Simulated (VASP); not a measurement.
# PbSe (Clausthalite) (Fm-3m) in VASP: notebook

The runs below take PbSe (Clausthalite) through relaxation of the atoms, with r2SCAN.

All numbers are computed with VASP 6.6.1; they aren't measurements. Logs are shortened: lines on timing, memory, paths and dates and some standing lists are left out, and cuts for length are marked.

### Step 1. The undisturbed crystal

Symmetry: Fm-3m, No. 225, cubic system. The conventional cell has a = 6.121 Å, b = 6.121 Å, c = 6.121 Å, α = 90.00°, β = 90.00°, γ = 90.00°. Pb (site symmetry m-3m) has 6 Se at 3.06 Å as nearest neighbours. Se (site symmetry m-3m) has 6 Pb at 3.06 Å as nearest neighbours.

### Step 2. Relaxation of the atoms, r2SCAN (a relaxed cell with its volume scaled by 0.94)

INCAR

```
SYSTEM = PbSe
ALGO = Normal ; EDIFF = 1E-7
EDIFFG = -0.01 ; ENCUT = 600
IBRION = 2 ; ISIF = 2
ISMEAR = 0 ; LASPH = .True.
LCHARG = .False. ; LMIXTAU = .True.
LREAL = .False. ; LWAVE = .False.
METAGGA = R2SCAN ; NELM = 80
NSW = 40 ; PREC = Accurate
SIGMA = 0.03
```

KPOINTS

```
k-points
0
Gamma
  8 8 8
  0 0 0
```

POSCAR

```
PbSe                                    
1.0
    0.0000000000      3.0261996023      3.0261996023
    3.0261996023      0.0000000000      3.0261996023
    3.0261996023      3.0261996023      0.0000000000
  Pb              Se            
     1     1
Direct
     0.0000000000000000    0.0000000000000000    0.0000000000000000
     0.5000000000000000    0.5000000000000000    0.5000000000000000
```

Potentials or basis: VASP PAW PBE potentials, release 64 (Pb_d, Se).

Run with:

```bash
$ cat potpaw_PBE.64/Pb_d/POTCAR potpaw_PBE.64/Se/POTCAR > POTCAR
$ mpirun -np 1 vasp_std > vasp.out
```

OUTCAR:

```text
SYSTEM = PbSe
   EDIFF = 1E-7
   EDIFFG = -0.01
   ENCUT = 600
   IBRION = 2
   ISIF = 2
   ISMEAR = 0
   LASPH = .True.
   LREAL = .False.
   METAGGA = R2SCAN
   NELM = 80
   NSW = 40
   PREC = Accurate

 ion  position               nearest neighbor table
   1  0.000  0.000  0.000-   2 3.03   2 3.03   2 3.03   2 3.03   2 3.03   2 3.03
   2  0.500  0.500  0.500-   1 3.03   1 3.03   1 3.03   1 3.03   1 3.03   1 3.03

  LATTYP: Found a face centered cubic cell.
 ALAT       =     6.0523992046

  Lattice vectors:

 A1 = (   0.0000000000,   3.0261996023,   3.0261996023)
 A2 = (   3.0261996023,   0.0000000000,   3.0261996023)
 A3 = (   3.0261996023,   3.0261996023,   0.0000000000)

Analysis of symmetry for initial positions (statically):
=====================================================================
 Subroutine PRICEL returns:
 Original cell was already a primitive cell.

 Routine SETGRP: Setting up the symmetry group for a
 face centered cubic supercell.

 Subroutine GETGRP returns: Found 48 space group operations
 (whereof 48 operations were pure point group operations)
 out of a pool of 48 trial point group operations.

The static configuration has the point symmetry O_h .

Analysis of symmetry for dynamics (positions and initial velocities):
=====================================================================
 Subroutine PRICEL returns:
 Original cell was already a primitive cell.

 Routine SETGRP: Setting up the symmetry group for a
 face centered cubic supercell.

 Subroutine GETGRP returns: Found 48 space group operations
 (whereof 48 operations were pure point group operations)
 out of a pool of 48 trial point group operations.

The dynamic configuration has the point symmetry O_h .

 Subroutine INISYM returns: Found 48 space group operations
 (whereof 48 operations are pure point group operations),
 and found     1 'primitive' translations

----------------------------------------------------------------------------------------

                                     Primitive cell

  volume of cell :      55.4272

  direct lattice vectors                    reciprocal lattice vectors
     0.000000000  3.026199602  3.026199602    -0.165223735  0.165223735  0.165223735
     3.026199602  0.000000000  3.026199602     0.165223735 -0.165223735  0.165223735
     3.026199602  3.026199602  0.000000000     0.165223735  0.165223735 -0.165223735

  length of vectors
     4.279692520  4.279692520  4.279692520     0.286175903  0.286175903  0.286175903

  position of ions in fractional coordinates (direct lattice)
     0.000000000  0.000000000  0.000000000
     0.500000000  0.500000000  0.500000000

  ion indices of the primitive-cell ions
   primitive index   ion index
                 1           1
                 2           2

----------------------------------------------------------------------------------------

 KPOINTS: k-points

Automatic generation of k-mesh.
 Grid dimensions read from file:
 generate k-points for:    8    8    8

 Generating k-lattice:

  Cartesian coordinates                     Fractional coordinates (reciprocal lattice)
    -0.020652967  0.020652967  0.020652967     0.125000000  0.000000000  0.000000000
     0.020652967 -0.020652967  0.020652967     0.000000000  0.125000000  0.000000000
     0.020652967  0.020652967 -0.020652967     0.000000000  0.000000000  0.125000000

  Length of vectors
     0.035771988  0.035771988  0.035771988

  Shift w.r.t. Gamma in fractional coordinates (k-lattice)
     0.000000000  0.000000000  0.000000000

 Subroutine IBZKPT returns following result:
 ===========================================

 Found     29 irreducible k-points:

 Following reciprocal coordinates:
            Coordinates               Weight
  0.000000  0.000000  0.000000      1.000000
  0.125000  0.000000  0.000000      8.000000
  0.250000  0.000000  0.000000      8.000000
  0.375000  0.000000  0.000000      8.000000
  0.500000  0.000000  0.000000      4.000000
  0.125000  0.125000  0.000000      6.000000
[... 16 lines left out ...]
  0.500000  0.250000  0.125000     48.000000
 -0.375000  0.250000  0.125000     24.000000
 [... further k-points ...]
   k-points           NKPTS =     29   k-points in BZ     NKDIM =     29   number of bands    NBANDS=     14
   number of dos      NEDOS =    301   number of ions     NIONS =      2
   total plane-waves  NPLWV =  46656
   dimension x,y,z NGX =    36 NGY =   36 NGZ =   36
   dimension x,y,z NGXF=    72 NGYF=   72 NGZF=   72
   ions per type =               1   1
   NGX,Y,Z   is equivalent  to a cutoff of  13.98, 13.98, 13.98 a.u.
   NGXF,Y,Z  is equivalent  to a cutoff of  27.97, 27.97, 27.97 a.u.
 SYSTEM =  PbSe
   PREC   = accura    normal or accurate (medium, high low for compatibility)
   ISTART =      0    job   : 0-new  1-cont  2-samecut
   ICHARG =      2    charge: 1-file 2-atom 10-const
   ISPIN  =      1    spin polarized calculation?
   LNONCOLLINEAR =      F non collinear calculations
   LSORBIT =      F    spin-orbit coupling
   LASPH  =      T    aspherical Exc in radial PAW
   ENCUT  =  600.0 eV  44.10 Ry    6.64 a.u.   8.55  8.55  8.55*2*pi/ulx,y,z
   NELM   =     80;   NELMIN=  2; NELMDL= -5     # of ELM steps
   EDIFF  = 0.1E-06   stopping-criterion for ELM
   LREAL  =      F    real-space projection
   EDIFFG = -.1E-01   stopping-criterion for IOM
   NSW    =     40    number of steps for IOM
   IBRION =      2    ionic relax: 0-MD 1-quasi-New 2-CG
   NFREE  =      1    steps in history (QN), initial steepest desc. (CG)
   ISIF   =      2    stress and relaxation
   ISYM   =      2    0-nonsym 1-usesym 2-fastsym
   POTIM  = 0.5000    time-step for ionic-motion
   TEBEG  =    0.0;   TEEND  =   0.0 temperature during run
   PSTRESS=    0.0 pullay stress
   NELECT =      20.0000    total number of electrons
   NUPDOWN=      -1.0000    fix difference up-down
   EMIN   =  10.00;   EMAX   =-10.00  energy-range for DOS
   EFERMI =   0.00;   METHOD = LEGACY
   ISMEAR =     0;   SIGMA  =   0.03  broadening in eV -4-tet -1-fermi 0-gaus
   EFERMI_NEDOS =   21; number of points for ismear=-14 and -15
   IALGO  =     38    algorithm
   IMIX   =      4    mixing-type and parameters
     AMIX     =   0.40;   BMIX     =  1.00
     AMIX_MAG =   1.60;   BMIX_MAG =  1.00
  volume/ion in A,a.u.               =      27.71       187.02
  Fermi-wavevector in a.u.,A,eV,Ry     =   1.165495  2.202467 18.481878  1.358380
  Thomas-Fermi vector in A             =   2.302021
   LORBIT       =      0    0 simple, 1 ext, 2 COOP (PROOUT), +10 PAW based schemes
   METAGGA = R2SCAN    functional components
   LHFCALC =     F    Hartree Fock is set to
   AEXX    =    0.0000 exact exchange contribution
   IVDW    =     0    specifies the selected vdW correction
   LEPSILON=     F    determine dielectric tensor
   LRPA    =     F    only Hartree local field effects (RPA)
 conjugate gradient relaxation of ions
 non-spin polarized calculation
 Gauss-broadening in eV      SIGMA  =   0.03
  energy-cutoff  :      600.00
  volume of cell :       55.43
 maximum number of plane-waves:      1868
 NGX is ok and might be reduce to    36
   NGX = 17   NGY = 17   NGZ = 17

 number of electron      19.9999997 magnetization

 Free energy of the ion-electron system (eV)
  ---------------------------------------------------
  ext. energy  EPLUGINS =         0.00000000
  ---------------------------------------------------
  free energy    TOTEN  =       -71.90121831 eV

  energy without entropy =      -71.90121831  energy(sigma->0) =      -71.90121831

 E-fermi :   5.6070     XC(G=0): -10.2382

 val. band max:        5.3970643668   @ k =   0.5000   0.0000   0.0000
 cond. band min:       5.8517217366   @ k =   0.5000   0.0000   0.0000
 fundamental gap:      0.4546573698
 Fermi energy:         5.6070133773

 k-point     1 :       0.0000    0.0000    0.0000
  band No.  band energies     occupation
      1     -12.1748      2.00000
      2     -12.1748      2.00000
      3     -12.1748      2.00000
      4     -12.1740      2.00000
      5     -12.1740      2.00000
      6      -9.1074      2.00000
      7      -0.9355      2.00000
      8       3.1546      2.00000
      9       3.1546      2.00000
     10       3.1546      2.00000
     11      10.4697      0.00000
     12      10.4697      0.00000
     13      10.4697      0.00000
     14      12.2315      0.00000

 k-point     2 :       0.1250    0.0000    0.0000
  band No.  band energies     occupation
      1     -12.1787      2.00000
      2     -12.1787      2.00000
      3     -12.1742      2.00000
      4     -12.1692      2.00000
      5     -12.1692      2.00000
      6      -8.9771      2.00000
      7      -1.4391      2.00000
      8       3.2014      2.00000
      9       3.2014      2.00000
     10       3.5317      2.00000
     11       9.3439      0.00000
     12       9.7173      0.00000
     13       9.7173      0.00000
     14      12.0468      0.00000

 k-point     3 :       0.2500    0.0000    0.0000
  band No.  band energies     occupation
      1     -12.1898      2.00000
      2     -12.1898      2.00000
      3     -12.1731      2.00000
      4     -12.1559      2.00000
      5     -12.1559      2.00000
      6      -8.6180      2.00000
      7      -2.4916      2.00000
      8       3.3357      2.00000
      9       3.3357      2.00000
     10       4.2407      2.00000
     11       7.7776      0.00000
     12       8.4938      0.00000
     13       8.4938      0.00000
     14      12.2659      0.00000

 k-point     4 :       0.3750    0.0000    0.0000
  band No.  band energies     occupation
      1     -12.2009      2.00000
      2     -12.2009      2.00000
      3     -12.1724      2.00000
      4     -12.1425      2.00000
      5     -12.1425      2.00000
      6      -8.1604      2.00000
      7      -3.4907      2.00000
      8       3.5126      2.00000
      9       3.5126      2.00000
     10       4.9004      2.00000
     11       6.5537      0.00000
     12       7.5477      0.00000
     13       7.5477      0.00000
     14      13.3042      0.00000

 k-point     5 :       0.5000    0.0000    0.0000
  band No.  band energies     occupation
      1     -12.2054      2.00000
      2     -12.2054      2.00000
      3     -12.1722      2.00000
      4     -12.1370      2.00000
      5     -12.1370      2.00000
      6      -7.9206      2.00000
      7      -3.9280      2.00000
      8       3.6048      2.00000
      9       3.6048      2.00000
     10       5.3971      2.00000
     11       5.8517      0.00000
[... 276 lines left out ...]
 k-point    22 :       0.3750    0.2500    0.1250
  band No.  band energies     occupation
      1     -12.2272      2.00000
      2     -12.1784      2.00000
      3     -12.1777      2.00000
      4     -12.1506      2.00000
      5     -12.1462      2.00000
      6      -8.3016      2.00000
      7      -2.7000      2.00000
      8       2.0889      2.00000
      9       3.0891      2.00000
     10       4.0137      2.00000
     11       7.5463      0.00000
     12       8.7548      0.00000
     13       9.8700      0.00000
     14      11.7090      0.00000

 k-point    23 :       0.5000    0.2500    0.1250
  band No.  band energies     occupation
      1     -12.2440      2.00000
      2     -12.1864      2.00000
      3     -12.1704      2.00000
      4     -12.1476      2.00000
      5     -12.1385      2.00000
      6      -7.8908      2.00000
      7      -3.2790      2.00000
      8       1.7440      2.00000
      9       2.5854      2.00000
     10       4.1799      2.00000
     11       7.2987      0.00000
     12       8.7536      0.00000
     13       9.8816      0.00000
     14      12.4085      0.00000

 k-point    24 :      -0.3750    0.2500    0.1250
  band No.  band energies     occupation
      1     -12.2501      2.00000
      2     -12.1905      2.00000
      3     -12.1632      2.00000
      4     -12.1516      2.00000
      5     -12.1342      2.00000
      6      -7.6873      2.00000
      7      -3.5570      2.00000
      8       1.7575      2.00000
      9       2.1741      2.00000
     10       4.3994      2.00000
     11       6.9505      0.00000
     12       9.0659      0.00000
     13       9.8102      0.00000
     14      13.4044      0.00000

 [... further k-points ...]

------------------------ aborting loop because EDIFF is reached ----------------------------------------

  FORCE on cell =-STRESS in cart. coord.  units (eV):
  Direction    XX          YY          ZZ          XY          YZ          ZX
  --------------------------------------------------------------------------------------
  -------------------------------------------------------------------------------------
  Total        1.2690188      1.2690188      1.2690188     -0.0000000      0.0000000      0.0000000
  in kB       36.6822470     36.6822470     36.6822470     -0.0000000      0.0000000      0.0000000
  external PRESSURE =      36.6822470 kB  Pullay stress =       0.0000000 kB

 VOLUME and BASIS-vectors are now :
 -----------------------------------------------------------------------------
  energy-cutoff  :      600.00
  volume of cell :       55.43
      direct lattice vectors                 reciprocal lattice vectors
     0.000000000  3.026199602  3.026199602    -0.165223735  0.165223735  0.165223735
     3.026199602  0.000000000  3.026199602     0.165223735 -0.165223735  0.165223735
     3.026199602  3.026199602  0.000000000     0.165223735  0.165223735 -0.165223735

 POSITION                                       TOTAL-FORCE (eV/Angst)
 -----------------------------------------------------------------------------------
      0.00000      0.00000      0.00000         0.000000      0.000000      0.000000
      3.02620      3.02620      3.02620        -0.000000      0.000000      0.000000
 -----------------------------------------------------------------------------------
    total drift:                               -0.000000      0.000000      0.000000

  FREE ENERGIE OF THE ION-ELECTRON SYSTEM (eV)
  ---------------------------------------------------
  free  energy   TOTEN  =       -71.9012183082 eV

  energy  without entropy=      -71.9012183082  energy(sigma->0) =      -71.90121831

 reached required accuracy - stopping structural energy minimisation
```

Wall time 66 s (1 thread of Intel Xeon 6975P-C (Granite Rapids), shared host); peak memory 0.23 GiB.

Results:

- Free energy: -71.9012 eV
- Pressure after relaxing: 3.7 GPa
- Band gap on the k mesh: 0.45 eV, direct

Final structure:
```xyz
2
Lattice="0.0000 3.0262 3.0262 3.0262 0.0000 3.0262 3.0262 3.0262 0.0000" Properties=species:S:1:pos:R:3 pbc="T T T"
Pb    0.0000    0.0000    0.0000
Se    3.0262    3.0262    3.0262
```

Caveat: the relaxation stopped at its first step, so nothing moved; the PAW data sets were made with another functional, which shifts forces and pressure a little; spin-orbit coupling is left out, which as a rule narrows the gap of such compounds by several tenths of an eV. A k mesh can miss the band edges.

### Step 3. Relaxation of the atoms, r2SCAN (a relaxed cell with its volume scaled by 0.96)

INCAR is that of step 2.

KPOINTS is that of step 2.

POSCAR

```
PbSe                                    
1.0
    0.0000000000      3.0475115693      3.0475115693
    3.0475115693      0.0000000000      3.0475115693
    3.0475115693      3.0475115693      0.0000000000
  Pb              Se            
     1     1
Direct
     0.0000000000000000    0.0000000000000000    0.0000000000000000
     0.5000000000000000    0.5000000000000000    0.5000000000000000
```

Potentials or basis: VASP PAW PBE potentials, release 64 (Pb_d, Se).

Run with:

```bash
$ cat potpaw_PBE.64/Pb_d/POTCAR potpaw_PBE.64/Se/POTCAR > POTCAR
$ mpirun -np 1 vasp_std > vasp.out
```

It took 60 s on 1 thread of Intel Xeon 6975P-C (Granite Rapids), shared host; peak memory 0.22 GiB.

Results (log left out):

| Quantity | Value |
| --- | --- |
| Free energy | -71.9233 eV |
| Pressure after relaxing | 2.3 GPa |
| Band gap on the k mesh | 0.53 eV, direct |

Final structure:
```
Pb Se
1.0
     0.00000    3.04751    3.04751
     3.04751    0.00000    3.04751
     3.04751    3.04751    0.00000
Pb Se
1 1
Direct
  0.00000 0.00000 0.00000
  0.50000 0.50000 0.50000
```

Levels at points of the mesh, in eV from the valence-band top:
| k point | band 8 | band 9 | band 10 | band 11 | band 12 | band 13 |
| --- | --- | --- | --- | --- | --- | --- |
| (0.00, 0.00, 0.00) | -2.11 | -2.11 | -2.11 | 5.05 | 5.05 | 5.05 |
| (0.50, 0.00, 0.00) | -1.68 | -1.68 | 0.00 | 0.53 | 1.87 | 1.87 |
| (0.50, 0.50, 0.00) | -5.29 | -3.50 | -3.50 | 3.95 | 6.03 | 6.03 |

Caveat: the relaxation stopped at its first step, so nothing moved; the PAW data sets were made with another functional, which shifts forces and pressure a little; spin-orbit coupling is left out, which as a rule narrows the gap of such compounds by several tenths of an eV.
